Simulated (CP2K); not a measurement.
# ZnO (zincite) (P6_3mc) in CP2K: notebook, part 3 of 3

CP2K 2026.2. The steps go on from the part before.

### Step 6. Against experiment

Step 2. Against the measured gap of ZnO, 3.37 eV (quoted in “Electronic structure of alkaline earth and post-transition metal oxides”, 2009, arxiv:0908.1581), the calculated 0.70 eV is off by -2.67 eV. So large a miss can be the level of theory's own, or it may mean another phase, state or a wrong row. The value is that of LDA in an atomic basis (GTH_POTENTIALS Zn GTH-PADE-q12, O GTH-PADE-q6; TZVP-MOLOPT-PBE-GTH basis), whose error adds to the functional's,, without temperature or zero-point motion. Semilocal functionals fall short of measured gaps as a rule.

Step 3. Measured gap of ZnO: 3.37 eV (quoted in “Electronic structure of alkaline earth and post-transition metal oxides”, 2009, arxiv:0908.1581). This calculation gives 0.80 eV (-2.57 eV). So large a miss can be the level of theory's own, or it may mean another phase, state or a wrong row. The value is that of PBE in an atomic basis (POTENTIAL_UZH Zn GTH-PBE-q12, O GTH-PBE-q6; TZVP-MOLOPT-PBE-GTH basis), whose error adds to the functional's,, without temperature or zero-point motion. Semilocal functionals fall short of measured gaps as a rule.

Step 4. Against the measured gap of ZnO, 3.37 eV (quoted in “Electronic structure of alkaline earth and post-transition metal oxides”, 2009, arxiv:0908.1581), the calculated 0.61 eV is off by -2.76 eV. So large a miss can be the level of theory's own, or it may mean another phase, state or a wrong row. The value is that of PBEsol in an atomic basis (POTENTIAL_UZH Zn GTH-PBE-q12, O GTH-PBE-q6; TZVP-MOLOPT-PBE-GTH basis), whose error adds to the functional's,, without temperature or zero-point motion. Semilocal functionals fall short of measured gaps as a rule.
